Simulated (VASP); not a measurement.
# Ga (Cmce) in VASP: a series of runs

One crystal, Ga, is run at these levels: PBEsol; tasks: electric field gradients.

Program: VASP 6.6.1. These are calculated values, not measurements. Logs are shortened: lines on timing, memory, paths and dates and some standing lists are left out, and cuts for length are marked.

### 1 The crystal as given

Symmetry: Cmce, No. 64, orthorhombic system. Conventional cell: a = 4.523 Å, b = 7.661 Å, c = 4.524 Å, α = 90.00°, β = 90.00°, γ = 90.00°. Ga (site symmetry m) has 7 Ga at 2.48 to 2.79 Å as nearest neighbours.

### 2 Electric field gradients, PBEsol

Contents of INCAR:

```
PREC = Accurate
ENCUT = 520
EDIFF = 1E-7
ISMEAR = -1
SIGMA = 0.05
LREAL = False
LASPH = True
NELM = 100
ALGO = Fast
ISIF = 2
LWAVE = False
LCHARG = False
GGA = PS
LEFG = True
```

Contents of KPOINTS:

```
regular mesh
0
Gamma
  12 12 10
```

Contents of POSCAR:

```
Ga
1.0
    2.2615000000     -3.8305000000      0.0000000000
    2.2615000000      3.8305000000      0.0000000000
    0.0000000000      0.0000000000      4.5240000000
Ga
4
Direct
    0.8451000000      0.1549000000      0.0810000000
    0.6549000000      0.3451000000      0.5810000000
    0.1549000000      0.8451000000      0.9190000000
    0.3451000000      0.6549000000      0.4190000000
```

Potentials or basis: VASP PAW PBE potentials, release 64 (Ga_d).

Started as:

```console
$ cat potpaw_PBE.64/Ga_d/POTCAR > POTCAR
$ mpirun -np 1 vasp_std > vasp.out
```

OUTCAR:

```text
PREC = Accurate
   ENCUT = 520
   EDIFF = 1E-7
   ISMEAR = -1
   LREAL = False
   LASPH = True
   NELM = 100
   ISIF = 2
   GGA = PS

 ion  position               nearest neighbor table
   1  0.845  0.155  0.081-   3 2.48   2 2.69   2 2.69   4 2.73   4 2.73   3 2.79   3 2.79
   2  0.655  0.345  0.581-   4 2.48   1 2.69   1 2.69   3 2.73   3 2.73   4 2.79   4 2.79
   3  0.155  0.845  0.919-   1 2.48   4 2.69   4 2.69   2 2.73   2 2.73   1 2.79   1 2.79
   4  0.345  0.655  0.419-   2 2.48   3 2.69   3 2.69   1 2.73   1 2.73   2 2.79   2 2.79

  LATTYP: Found a base centered orthorhombic cell.
 ALAT       =     4.5230000000
 B/A-ratio  =     1.6937873093
 C/A-ratio  =     1.0002210922

  Lattice vectors:

 A1 = (   2.2615000000,  -3.8305000000,   0.0000000000)
 A2 = (   2.2615000000,   3.8305000000,   0.0000000000)
 A3 = (   0.0000000000,   0.0000000000,   4.5240000000)

Analysis of symmetry for initial positions (statically):
=====================================================================
 Subroutine PRICEL returns:
 Original cell was already a primitive cell.

 Routine SETGRP: Setting up the symmetry group for a
 base centered orthorhombic supercell.

 Subroutine GETGRP returns: Found  8 space group operations
 (whereof  4 operations were pure point group operations)
 out of a pool of  8 trial point group operations.

The static configuration has the point symmetry C_2h.
 The point group associated with its full space group is D_2h.

Analysis of symmetry for dynamics (positions and initial velocities):
=====================================================================
 Subroutine PRICEL returns:
 Original cell was already a primitive cell.

 Routine SETGRP: Setting up the symmetry group for a
 base centered orthorhombic supercell.

 Subroutine GETGRP returns: Found  8 space group operations
 (whereof  4 operations were pure point group operations)
 out of a pool of  8 trial point group operations.

The dynamic configuration has the point symmetry C_2h.
 The point group associated with its full space group is D_2h.

 Subroutine INISYM returns: Found  8 space group operations
 (whereof  4 operations are pure point group operations),
 and found     1 'primitive' translations

----------------------------------------------------------------------------------------

                                     Primitive cell

  volume of cell :      78.3799

  direct lattice vectors                    reciprocal lattice vectors
     2.261500000 -3.830500000  0.000000000     0.221092195 -0.130531262  0.000000000
     2.261500000  3.830500000  0.000000000     0.221092195  0.130531262  0.000000000
     0.000000000  0.000000000  4.524000000     0.000000000  0.000000000  0.221043324

  length of vectors
     4.448270731  4.448270731  4.524000000     0.256749234  0.256749234  0.221043324

  position of ions in fractional coordinates (direct lattice)
     0.845100000  0.154900000  0.081000000
     0.654900000  0.345100000  0.581000000
     0.154900000  0.845100000  0.919000000
     0.345100000  0.654900000  0.419000000

  ion indices of the primitive-cell ions
   primitive index   ion index
                 1           1
                 2           2
                 3           3
                 4           4

----------------------------------------------------------------------------------------

 KPOINTS: regular mesh

Automatic generation of k-mesh.
 Grid dimensions read from file:
 generate k-points for:   12   12   10

 Generating k-lattice:

  Cartesian coordinates                     Fractional coordinates (reciprocal lattice)
     0.018424350 -0.010877605  0.000000000     0.083333333  0.000000000  0.000000000
     0.018424350  0.010877605  0.000000000     0.000000000  0.083333333  0.000000000
     0.000000000  0.000000000  0.022104332     0.000000000  0.000000000  0.100000000

  Length of vectors
     0.021395770  0.021395770  0.022104332

[... 43 lines left out ...]
 SYSTEM =  unknown system
   PREC   = accura    normal or accurate (medium, high low for compatibility)
   ISTART =      0    job   : 0-new  1-cont  2-samecut
   ICHARG =      2    charge: 1-file 2-atom 10-const
   ISPIN  =      1    spin polarized calculation?
   LNONCOLLINEAR =      F non collinear calculations
   LSORBIT =      F    spin-orbit coupling
   LASPH  =      T    aspherical Exc in radial PAW
   ENCUT  =  520.0 eV  38.22 Ry    6.18 a.u.   8.27  8.27  8.41*2*pi/ulx,y,z
   NELM   =    100;   NELMIN=  2; NELMDL= -5     # of ELM steps
   EDIFF  = 0.1E-06   stopping-criterion for ELM
   LREAL  =      F    real-space projection
   EDIFFG = 0.1E-05   stopping-criterion for IOM
   NSW    =      0    number of steps for IOM
   IBRION =     -1    ionic relax: 0-MD 1-quasi-New 2-CG
   NFREE  =      0    steps in history (QN), initial steepest desc. (CG)
   ISIF   =      2    stress and relaxation
   ISYM   =      2    0-nonsym 1-usesym 2-fastsym
   POTIM  = 0.5000    time-step for ionic-motion
   TEBEG  =    0.0;   TEEND  =   0.0 temperature during run
   PSTRESS=    0.0 pullay stress
   NELECT =      52.0000    total number of electrons
   NUPDOWN=      -1.0000    fix difference up-down
   EMIN   =  10.00;   EMAX   =-10.00  energy-range for DOS
   EFERMI =   0.00;   METHOD = LEGACY
   ISMEAR =    -1;   SIGMA  =   0.05  broadening in eV -4-tet -1-fermi 0-gaus
   EFERMI_NEDOS =   21; number of points for ismear=-14 and -15
   IALGO  =     68    algorithm
   IMIX   =      4    mixing-type and parameters
     AMIX     =   0.40;   BMIX     =  1.00
     AMIX_MAG =   1.60;   BMIX_MAG =  1.00
  volume/ion in A,a.u.               =      19.59       132.23
  Fermi-wavevector in a.u.,A,eV,Ry     =   1.427823  2.698194 27.737908  2.038679
  Thomas-Fermi vector in A             =   2.547951
   LORBIT       =      0    0 simple, 1 ext, 2 COOP (PROOUT), +10 PAW based schemes
   GGA     = PS    functional components
   LHFCALC =     F    Hartree Fock is set to
   AEXX    =    0.0000 exact exchange contribution
   IVDW    =     0    specifies the selected vdW correction
   LEPSILON=     F    determine dielectric tensor
   LRPA    =     F    only Hartree local field effects (RPA)
 non-spin polarized calculation
 RMM-DIIS sequential band-by-band and
  energy-cutoff  :      520.00
  volume of cell :       78.38
 maximum number of plane-waves:      2131
 NGX is ok and might be reduce to    36
   NGX = 17   NGY = 17   NGZ = 17

 number of electron      52.0000010 magnetization

 Free energy of the ion-electron system (eV)
  ---------------------------------------------------
  ext. energy  EPLUGINS =         0.00000000
  ---------------------------------------------------
  free energy    TOTEN  =       -13.40200514 eV

  energy without entropy =      -13.39536286  energy(sigma->0) =      -13.39868400

 E-fermi :   4.8436     XC(G=0): -10.8027

 val. band max:        4.8407489421   @ k =  -0.2500   0.1667   0.3000
 cond. band min:       4.8452823976   @ k =   0.0833  -0.0000   0.4000
 fundamental gap:      0.0045334555
 Fermi energy:         4.8435917580

 k-point     1 :       0.0000    0.0000    0.0000
  band No.  band energies     occupation
      1     -10.2156      2.00000
      2     -10.2134      2.00000
      3     -10.1886      2.00000
      4     -10.1681      2.00000
      5     -10.1376      2.00000
      6     -10.1126      2.00000
[... 805 lines left out ...]
     30       8.1800      0.00000
     31       9.0501      0.00000

 [... further k-points ...]

------------------------ aborting loop because EDIFF is reached ----------------------------------------

  FORCE on cell =-STRESS in cart. coord.  units (eV):
  Direction    XX          YY          ZZ          XY          YZ          ZX
  --------------------------------------------------------------------------------------
  -------------------------------------------------------------------------------------
  Total       -0.8971716     -0.5005942     -0.7944219      0.0000000      0.0000000      0.0000000
  in kB      -18.3392451    -10.2327361    -16.2389195      0.0000000      0.0000000      0.0000000
  external PRESSURE =     -14.9369669 kB  Pullay stress =       0.0000000 kB

 VOLUME and BASIS-vectors are now :
 -----------------------------------------------------------------------------
  energy-cutoff  :      520.00
  volume of cell :       78.38
      direct lattice vectors                 reciprocal lattice vectors
     2.261500000 -3.830500000  0.000000000     0.221092195 -0.130531262  0.000000000
     2.261500000  3.830500000  0.000000000     0.221092195  0.130531262  0.000000000
     0.000000000  0.000000000  4.524000000     0.000000000  0.000000000  0.221043324

 POSITION                                       TOTAL-FORCE (eV/Angst)
 -----------------------------------------------------------------------------------
      2.26150     -2.64381      0.36644         0.000000      0.147375      0.039445
      2.26150     -1.18669      2.62844         0.000000     -0.147375      0.039445
      2.26150      2.64381      4.15756         0.000000     -0.147375     -0.039445
      2.26150      1.18669      1.89556         0.000000      0.147375     -0.039445
 -----------------------------------------------------------------------------------
    total drift:                               -0.000000     -0.000000      0.000000

  FREE ENERGIE OF THE ION-ELECTRON SYSTEM (eV)
  ---------------------------------------------------
  free  energy   TOTEN  =       -13.4020051379 eV

  energy  without entropy=      -13.3953628610  energy(sigma->0) =      -13.39868400

 Electric field gradients (V/A^2)
---------------------------------------------------------------------
 ion       V_xx      V_yy      V_zz      V_xy      V_xz      V_yz
---------------------------------------------------------------------
   1      26.333   -32.758     6.425    -0.000    -0.000   -23.731
   2      26.333   -32.758     6.425    -0.000     0.000    23.731
   3      26.333   -32.758     6.425    -0.000    -0.000   -23.731
   4      26.333   -32.758     6.425    -0.000     0.000    23.731
---------------------------------------------------------------------

 Electric field gradients after diagonalization (V/A^2)
 (convention: |V_zz| > |V_xx| > |V_yy|)
----------------------------------------------------------------------
 ion       V_xx      V_yy      V_zz     asymmetry (V_yy - V_xx)/ V_zz
----------------------------------------------------------------------
   1      26.333    17.606   -43.939       0.199
   2      26.333    17.606   -43.939       0.199
   3      26.333    17.606   -43.939       0.199
   4      26.333    17.606   -43.939       0.199
----------------------------------------------------------------------

           NMR quadrupolar parameters

 Cq : quadrupolar parameter    Cq=e*Q*V_zz/h
 eta: asymmetry parameters     (V_yy - V_xx)/ V_zz
 Q  : nuclear electric quadrupole moment in mb (millibarn)
----------------------------------------------------------------------
 ion       Cq(MHz)       eta       Q (mb)
----------------------------------------------------------------------
   1      -0.106       0.199       1.000
   2      -0.106       0.199       1.000
   3      -0.106       0.199       1.000
   4      -0.106       0.199       1.000
----------------------------------------------------------------------
```

Run time: 5.7 min. Hardware: 1 thread of Intel Xeon 6975P-C (Granite Rapids), shared host; peak memory 0.53 GiB.

Results:

```
Free energy            : -13.4020 eV
Pressure               : -1.5 GPa
Largest force          : 0.153 eV/Å
Band gap on the k mesh : none (metal or under the smearing width)
```

Forces in eV/Å, atoms in the order of the input:
```
Ga   0.000  0.147  0.039
Ga   0.000 -0.147  0.039
Ga   0.000 -0.147 -0.039
Ga   0.000  0.147 -0.039
```

Levels at points of the mesh, in eV from the Fermi level:
```csv
k point,band 23,band 24,band 25,band 26,band 27,band 28,band 29,band 30
"(0.00, 0.00, 0.00)",-3.67,-1.73,-1.65,-0.74,0.93,0.96,1.07,5.08
"(0.50, 0.00, 0.00)",-3.44,-3.44,-1.28,-1.28,0.76,0.76,4.10,4.10
"(0.50, 0.50, 0.00)",-4.17,-3.23,-1.68,-1.46,1.10,1.22,3.33,3.79
"(0.00, 0.00, 0.50)",-0.16,-0.16,0.06,0.06,0.07,0.07,2.11,2.11
"(0.50, 0.00, 0.50)",-6.19,-6.19,-1.51,-1.51,0.51,0.51,7.14,7.15
"(0.50, 0.50, 0.50)",-5.38,-5.38,-1.22,-1.22,-0.91,-0.91,6.67,6.68
```

Electric field gradients, principal values (V/Å²):
| atom | Vxx | Vyy | Vzz |
| --- | --- | --- | --- |
| 1 Ga | 17.606 | 26.333 | -43.939 |
| 2 Ga | 17.606 | 26.333 | -43.939 |
| 3 Ga | 17.606 | 26.333 | -43.939 |
| 4 Ga | 17.606 | 26.333 | -43.939 |

Caveat: the PAW data sets were made with another functional, which shifts forces and pressure a little.

### 3 Electric field gradients, PBEsol

INCAR, as its differences from that of step 2:

```diff
@@ -1,3 +1,3 @@
 PREC = Accurate
-ENCUT = 520
+ENCUT = 700
 EDIFF = 1E-7
```

Contents of KPOINTS:

```
regular mesh
0
Gamma
  9 9 7
```

POSCAR is that of step 2.

Potentials or basis: VASP PAW PBE potentials, release 64 (Ga_d).

Started as:

```console
$ cat potpaw_PBE.64/Ga_d/POTCAR > POTCAR
$ mpirun -np 1 vasp_std > vasp.out
```

OUTCAR:

```text
PREC = Accurate
   ENCUT = 700
   EDIFF = 1E-7
   ISMEAR = -1
   LREAL = False
   LASPH = True
   NELM = 100
   ISIF = 2
   GGA = PS

 ion  position               nearest neighbor table
   1  0.845  0.155  0.081-   3 2.48   2 2.69   2 2.69   4 2.73   4 2.73   3 2.79   3 2.79
   2  0.655  0.345  0.581-   4 2.48   1 2.69   1 2.69   3 2.73   3 2.73   4 2.79   4 2.79
   3  0.155  0.845  0.919-   1 2.48   4 2.69   4 2.69   2 2.73   2 2.73   1 2.79   1 2.79
   4  0.345  0.655  0.419-   2 2.48   3 2.69   3 2.69   1 2.73   1 2.73   2 2.79   2 2.79

  LATTYP: Found a base centered orthorhombic cell.
 ALAT       =     4.5230000000
 B/A-ratio  =     1.6937873093
 C/A-ratio  =     1.0002210922

[... 1049 lines left out ...]
---------------------------------------------------------------------
   1      24.993   -33.536     8.543     0.000    -0.000   -23.609
   2      24.993   -33.536     8.543     0.000    -0.000    23.609
   3      24.993   -33.536     8.543     0.000    -0.000   -23.609
   4      24.993   -33.536     8.543     0.000    -0.000    23.609
---------------------------------------------------------------------

 Electric field gradients after diagonalization (V/A^2)
 (convention: |V_zz| > |V_xx| > |V_yy|)
----------------------------------------------------------------------
 ion       V_xx      V_yy      V_zz     asymmetry (V_yy - V_xx)/ V_zz
----------------------------------------------------------------------
   1      24.993    19.127   -44.120       0.133
   2      24.993    19.127   -44.120       0.133
   3      24.993    19.127   -44.120       0.133
   4      24.993    19.127   -44.120       0.133
----------------------------------------------------------------------

           NMR quadrupolar parameters

 Cq : quadrupolar parameter    Cq=e*Q*V_zz/h
 eta: asymmetry parameters     (V_yy - V_xx)/ V_zz
 Q  : nuclear electric quadrupole moment in mb (millibarn)
----------------------------------------------------------------------
 ion       Cq(MHz)       eta       Q (mb)
----------------------------------------------------------------------
   1      -0.107       0.133       1.000
   2      -0.107       0.133       1.000
   3      -0.107       0.133       1.000
   4      -0.107       0.133       1.000
----------------------------------------------------------------------
```

OSZICAR:

```text
N       E                     dE             d eps       ncg     rms          rms(c)
DAV:   1     0.385501112925E+03    0.38550E+03   -0.30759E+04  6275   0.374E+03
DAV:   2     0.323301252466E+02   -0.35317E+03   -0.34748E+03  6298   0.638E+02
DAV:   3    -0.121795918655E+02   -0.44510E+02   -0.44110E+02  6949   0.169E+02
DAV:   4    -0.135625217584E+02   -0.13829E+01   -0.13741E+01  6981   0.333E+01
DAV:   5    -0.135914034605E+02   -0.28882E-01   -0.28873E-01  7359   0.493E+00    0.268E+00
RMM:   6    -0.134336527336E+02    0.15775E+00   -0.34756E-01  7145   0.650E+00    0.138E+00
RMM:   7    -0.134007614254E+02    0.32891E-01   -0.87409E-02  7856   0.289E+00    0.366E-01
RMM:   8    -0.133973697736E+02    0.33917E-02   -0.13529E-02  7735   0.110E+00    0.330E-02
RMM:   9    -0.133977062679E+02   -0.33649E-03   -0.34886E-03 10063   0.516E-01    0.264E-02
RMM:  10    -0.133977376560E+02   -0.31388E-04   -0.38109E-04  8448   0.186E-01    0.110E-02
RMM:  11    -0.133977523574E+02   -0.14701E-04   -0.14343E-04  9493   0.105E-01    0.683E-03
RMM:  12    -0.133977530083E+02   -0.65084E-06   -0.41113E-05  8723   0.624E-02    0.216E-03
RMM:  13    -0.133977546365E+02   -0.16282E-05   -0.16436E-05 10246   0.294E-02    0.869E-04
RMM:  14    -0.133977547430E+02   -0.10653E-06   -0.12279E-06  7211   0.863E-03    0.567E-04
RMM:  15    -0.133977547772E+02   -0.34192E-07   -0.33237E-07  4940   0.467E-03
   1 F= -.13397755E+02 E0= -.13394651E+02  d E =-.620779E-02
```

stdout:

```text
POSCAR found type information on POSCAR Ga
 POSCAR found :  1 types and       4 ions
 scaLAPACK will be used
 -----------------------------------------------------------------------------
|                                                                             |
|                                                                             |
|     You enforced a specific xc type in the INCAR file but a different       |
|     I HOPE YOU KNOW WHAT YOU ARE DOING!                                     |
|                                                                             |
 -----------------------------------------------------------------------------

 LDA part: xc-table for (Slater+PW92), standard interpolation
 POSCAR, INCAR and KPOINTS ok, starting setup
 FFT: planning ... GRIDC
 FFT: planning ... GRID_SOFT
 FFT: planning ... GRID
 WAVECAR not read
 entering main loop
WARNING in EDDRMM: call to ZHEGV failed, returncode =   8  4     29
ion   1

ion   2

ion   3

ion   4
```

It took 3.8 min on 1 thread of Intel Xeon 6975P-C (Granite Rapids), shared host; peak memory 0.43 GiB.

What came out:

| Quantity | Value |
| --- | --- |
| Free energy | -13.3978 eV |
| Pressure | -1.5 GPa |
| Largest force | 0.119 eV/Å |
| Band gap on the k mesh | none (metal or under the smearing width) |

Forces in eV/Å, atoms in the order of the input:
```
Ga   0.000  0.112  0.042
Ga   0.000 -0.112  0.042
Ga   0.000 -0.112 -0.042
Ga   0.000  0.112 -0.042
```

Electric field gradients, principal values (V/Å²):
```
atom     Vxx     Vyy      Vzz
1 Ga  19.127  24.993  -44.120
2 Ga  19.127  24.993  -44.120
3 Ga  19.127  24.993  -44.120
4 Ga  19.127  24.993  -44.120
```

Caveat: the PAW data sets were made with another functional, which shifts forces and pressure a little.

(Continued in part 2 of 2.)
